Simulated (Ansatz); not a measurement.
Crystal: Yb.

```
Yb
1.0
     0.00000    2.74310    2.74310
     2.74310    0.00000    2.74310
     2.74310    2.74310    0.00000
Yb
1
Direct
  0.00000 0.00000 0.00000
```

Base run:

```yaml
Program: Ansatz 0.2.0
Functional: RPBE
Potentials_or_basis: all-electron LAPW, scalar-relativistic
Cutoff: 171 eV (chosen from the basis error)
Basis_error_allowed: 0.001 eV/atom
k_mesh: 8 × 8 × 8
Occupations: gaussian, width 0.02 eV
Spin: collinear spin, ferromagnetic start
Starting_moments: "[1.0] μB"
```

Its results: band gap on the k mesh none (metal or under the smearing width); pressure -1.0 GPa; net moment 0.00 μB per cell.

**Question.** The run is repeated on the same cell with these changes: functional from RPBE to PBEsol; occupations from gaussian, width 0.02 eV to gaussian, width 0.1 eV. What comes out?

**Answer.** Band gap on the k mesh none (metal or under the smearing width); pressure -3.3 GPa; net moment 0.00 μB per cell.

Caveats: an open f shell can end in a state above the lowest; spin-orbit coupling is left out, which moves the levels of the heavy elements; the starting moments weren't kept.
